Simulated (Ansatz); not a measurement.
Converging the plane-wave cutoff: SrF2 (I4mm, 3 atoms in the cell)

```yaml
crystal:
  lattice:
    - [0.00000, 2.88550, 2.88550]
    - [2.88550, 0.00000, 2.88550]
    - [2.88550, 2.88550, 0.00000]
  atoms:
    - { symbol: Sr, position: [0.00866, 0.00866, 0.99134] }
    - { symbol: F, position: [0.25000, 0.25000, 0.25000] }
    - { symbol: F, position: [0.75000, 0.75000, 0.75000] }
```

Computed with PBE, PAW files (plane waves; Ansatz, a program for electronic structure).

Base settings: basis.ecutwfc = 30.9 Ry; kpoints.mp_grid.grid = 7 7 7; hamiltonian.xc = pbe; hamiltonian.pseudopotentials = {kind: paw} (the program's default PAW files); scf.occupations.method = fermi_dirac; scf.occupations.width = 0.0015 Ry.

The second cell is the first with its lattice scaled by 0.98.

The mesh stays at the base's, so the ladder's end is converged at best in this setting alone.

The first pressure column holds Ansatz's estimate of the finite-basis (Pulay) stress, which hides part of the cutoff error; the other is without it.

Only quantities that move along the ladder and can be compared are tabulated.

The count of work is k-points × plane waves × bands × iterations; it is no time. 

The starting cell has typed, rounded lattice constants, without a prior relaxation at this level. Its lattice was rescaled by up to half a per cent. One atom was moved a little off its site on purpose. In the base run, with a pressure of about 3 GPa the cell is away from its equilibrium volume at this level.

```csv
basis.ecutwfc,free energy less the last step's (meV/atom),energy of the compressed cell less the first (meV/atom),pressure (GPa),pressure without the Pulay estimate (GPa),largest difference of a force vector from the last step's (eV/Å),count of work / last
10.7 Ry,21209.67,-258.26,-10.88,-508.52,0.274,0.059
12.5 Ry,11553.77,-33.51,-3.50,-334.38,0.211,0.11
14 Ry,6927.46,-59.44,0.62,-229.04,0.212,0.081
15.4 Ry,4156.88,49.66,2.62,-154.74,0.093,0.11
16.9 Ry,2366.19,25.99,3.25,-99.00,0.004,0.11
18.4 Ry,1311.29,34.17,2.72,-61.11,0.029,0.12
21.7 Ry,337.16,28.83,2.92,-18.49,0.016,0.15
24.6 Ry,86.77,33.74,3.09,-3.93,0.004,0.21
27.9 Ry,14.91,34.48,3.24,1.68,0.003,0.29
30.9 Ry,3.01,34.56,3.28,3.01,0.001,0.31
33.8 Ry,1.58,34.55,3.28,3.26,0.000,0.35
37.1 Ry,1.42,34.53,3.28,3.26,0.000,0.41
41.5 Ry,0.98,34.50,3.27,3.25,0.000,0.42
46.3 Ry,0.72,34.48,3.27,3.26,0.000,0.51
54 Ry,0.61,34.47,3.27,3.26,0.000,0.61
61.7 Ry,0.27,34.47,3.27,3.25,0.000,0.77
74.2 Ry,0.00,34.46,3.27,3.26,0.000,1.0
```

Coarsest basis.ecutwfc that holds the free energy within 5 meV/atom of the last step, with all finer ones: 30.9 Ry, at 0.31 of the last step's count of work; the step before is off by 15 meV/atom.

Coarsest basis.ecutwfc that holds the forces within 0.02 eV/Å of the last step, with all finer ones: 21.7 Ry, at 0.15 of the last step's count of work; the step before is off by 0.029 eV/Å.

Coarsest basis.ecutwfc that holds the pressure without the Pulay estimate within 0.2 GPa of the last step, with all finer ones: 33.8 Ry, at 0.35 of the last step's count of work; the step before is off by 0.25 GPa.

The energy difference between the two cells stays within 1 meV/atom of the last step's from 24.6 Ry on, the total only from 41.5 Ry on: much of the error is common to both cells and cancels.

At the lowest cutoff the pressure without the Pulay estimate lies 512 GPa under the last step's, the usual sign of Pulay stress in an incomplete plane-wave basis.

Keys are those of Ansatz 0.2.
